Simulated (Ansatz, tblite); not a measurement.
## A script for SiO₂ (GFN2-xTB)

These are simulated results from tblite 0.8.0, not measurements. The cell was built from a prototype and was relaxed with r2SCAN in plane waves (Ansatz 0.2.0). Not every such cell is a known phase. All runs are without spin polarisation.

The symmetry is I4_1/amd (No. 141, tetragonal); a = 3.490 Å, c = 8.406 Å in the conventional setting, 8.53 Å³ an atom. Around Si lie 6 O at 1.76–1.78 Å; around O lie 3 Si at 1.76–1.78 Å.

tblite solves periodic systems at the zone centre alone, so the script builds a cluster of 3×3×1 conventional cells (108 atoms), which folds in a coarse mesh of k points.

Input script:

```python
import json
from ase import Atoms
from ase.build import make_supercell
from ase.units import Bohr, GPa, Hartree
from tblite.interface import Calculator

atoms = Atoms(['Si', 'Si', 'O', 'O', 'O', 'O'],
              cell=[[-1.74488568, 1.74488568, 4.20308449], [1.74488568, -1.74488568, 4.20308449], [1.74488568, 1.74488568, -4.20308449]],
              scaled_positions=[[0.75, 0.25, 0.5], [0.0, 0.0, 0.0], [0.540950216, 0.040950216, 0.5], [0.790950216, 0.790950216, 0.0], [0.209049784, 0.209049784, 0.0], [0.959049784, 0.459049784, 0.5]],
              pbc=True)
cluster = make_supercell(atoms, [[0, 3, 3], [3, 0, 3], [1, 1, 0]])
calc = Calculator('GFN2-xTB', cluster.numbers, cluster.positions / Bohr, lattice=cluster.cell[:] / Bohr, periodic=cluster.pbc)
calc.set('temperature', 0.02 / Hartree)
calc.set('max-iter', 150)
res = calc.singlepoint()
levels = res.get('orbital-energies') * Hartree
nv = round(res.get('orbital-occupations').sum() / 2)
cells = len(cluster) // len(atoms)
out = {'energy_per_cell': res.get('energy') * Hartree / cells, 'homo': levels[nv - 1], 'lumo': levels[nv],
       'stress': (-res.get('virial') * Hartree / cluster.get_volume() / GPa).tolist(), 'charges': res.get('charges')[:len(atoms)].tolist(), 'electrons': 2 * nv / cells}
json.dump(out, open('results.json', 'w'))
for key, value in out.items():
    print(key, value)
```

Command: `python run.py`. It took 13 s on 1 thread of Arm Neoverse V2 (shared host), peak memory 0.15 GiB.

The log:

```
------------------------------------------------------------
  cycle        total energy    energy error   density error
------------------------------------------------------------
      1     -340.0784717366  -3.4114081E+02   5.2491710E-01
      2     -359.6533680464  -1.9574896E+01   3.8638434E-01
      3     -360.0266573946  -3.7328935E-01   3.3546779E-01
      4     -359.5799073534   4.4675004E-01   2.4321264E-01
      5     -357.1675404260   2.4123669E+00   2.2444847E-01
      6     -354.2053899354   2.9621505E+00   3.4003661E-01
      7     -360.3243448926  -6.1189550E+00   3.1368147E-02
      8     -360.3810188592  -5.6673967E-02   9.4217634E-03
      9     -360.3853388198  -4.3199606E-03   5.5326781E-03
     10     -360.3881319096  -2.7930898E-03   2.2730823E-03
     11     -360.3881536085  -2.1698905E-05   5.8603312E-04
     12     -360.3881557824  -2.1738240E-06   6.5978371E-05
     13     -360.3881558573  -7.4904506E-08   3.4189446E-05
     14     -360.3881559528  -9.5542646E-08   1.5529852E-05
------------------------------------------------------------

 total:                                  12.544 sec
energy_per_cell -544.8145127912102
homo -14.750937774047962
lumo -6.791904862282315
stress [[-22.44857342031267, -1.021252368581403e-09, 1.0491534248790176e-05], [-1.0212526395063216e-09, -22.44851884951442, 1.0795117569271151e-06], [1.0491534249220763e-05, 1.0795117568412256e-06, -37.69664671380419]]
charges [0.7068830383169986, 0.7068811530983113, -0.3534421897272966, -0.35344112672999617, -0.35344242070747245, -0.3534427158297877]
electrons 32.0
```

The cycle table is in hartree for the whole cluster, and the lines after it are in eV (the energy for one cell). The printed stress is in GPa and positive in compression, and the pressure is its mean diagonal.

GFN2-xTB gives a gap of 7.96 eV. On the same cell, plane-wave PBE (Ansatz, 10×10×10 k points and the special points) gives a gap of 6.30 eV and r2SCAN a gap of 7.20 eV; on shared hosts these took about 7 and 17 core-seconds on the 6-atom cell, against 13 for the script. Semilocal gaps usually lie below measured ones. xTB was fitted to molecules, so gaps, charges and pressures of solids can be far off, and the gap also depends on the size of the cluster.

The same script was run on cells scaled at fixed shape and fractional coordinates:

```csv
volume (Å³/atom),energy (meV/atom),"pressure (GPa, positive in compression)",gap (eV)
7.51,-139.7,-15.93,9.02
8.02,-79.1,-21.73,9.23
8.53,0.0,-27.53,7.96
9.04,95.6,-32.23,6.88
9.55,205.5,-36.21,5.94
```

The minimum lies beyond the smallest of these volumes.

xTB was fitted mostly to molecules, and a small cluster samples few k points, so gaps, pressures and kinks along a curve can be far from a solid's.
